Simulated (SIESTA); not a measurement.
Mo:

```
Mo
1.0
    -1.58381    1.58381    1.58381
     1.58381   -1.58381    1.58381
     1.58381    1.58381   -1.58381
Mo
1
Direct
  0.00000 0.00000 0.00000
```

```yaml
Program: SIESTA 5.4.2
Task: single point
Functional: PBE
Potentials_or_basis: PseudoDojo 0.4 standard (PBE files)
Basis: DZP (energy shift 0.002 Ry)
Grid_cutoff: 800 Ry
Energy_shift: 0.002 Ry
k_mesh: 12 × 12 × 12
Occupations: fermi-dirac, width 0.05 eV
Spin: no spin polarisation
```

On this cell: pressure -0.5 GPa; band gap on the k mesh none (metal or under the smearing width).

The same run follows on a disturbed copy (cell strained at random at fixed volume):

```
Mo
1.0
    -1.59439    1.59130    1.58454
     1.61239   -1.54306    1.55430
     1.60659    1.55526   -1.53630
Mo
1
Cartesian
  -0.0831 -0.0073 -0.0091
```

Question: What does the disturbed cell give?

Answer: The energy (extrapolated to zero smearing) moves by +12.8 meV/atom; pressure -0.2 GPa; band gap on the k mesh none (metal or under the smearing width).

Stress tensor (GPa, compression positive):
```
-5.50 -0.88 -1.32
-0.88  1.93 -3.34
-1.32 -3.34  2.84
```

Caveats: semicore shells carry a single zeta, which can move pressures by several GPa and volumes by a few percent; the basis of atomic orbitals isn't converged, which shifts pressures, moduli and gaps.
